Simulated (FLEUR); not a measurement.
**Ge under changes of volume**

One of the cells (22.639 Å³/atom); the others are scaled copies at fixed shape and fractional positions:

```
CELL_PARAMETERS angstrom
0.00000 2.82891 2.82891
2.82891 0.00000 2.82891
2.82891 2.82891 0.00000
ATOMIC_POSITIONS crystal
Ge 0.75000 0.75000 0.75000
Ge 0.50000 0.50000 0.50000
```

* Program: FLEUR MaX-R8.1 (later development tree)
* Functional: RPBE
* Potentials or basis: all-electron
* Basis: FLAPW
* Kmax: 4.71 1/bohr
* k mesh: 8 × 8 × 8
* Occupations: fermi-dirac, width 0.05 eV
* Spin: no spin polarisation

| volume (Å³/atom) | energy over the lowest point (meV/atom) | gap on the mesh (eV) |
| --- | --- | --- |
| 21.281 | ? | ? |
| 21.733 | 67.61 | 0.56 |
| 22.639 | 27.73 | 0.34 |
| 23.545 | 5.53 | none |
| 23.997 | 0.00 | none |

Task: What does the run at 21.281 Å³/atom give?

Result: Energy over the lowest point 95.61 meV/atom; gap on the mesh 0.62 eV.

Worked out: A Birch-Murnaghan fit of order 2 (a polynomial in V^(-2/3)) to the other rows has its minimum at 24.54 Å³/atom, just outside them, with B0 = V·E''(V) = 57 GPa. It gives 95.19 meV/atom at 21.281 Å³/atom, against the run's 95.61.

Energies are extrapolated to zero smearing.

A mesh can miss the band edges. Spin-orbit coupling on Ge is left out.

A gap of «none» marks a metal or a gap under the smearing width.
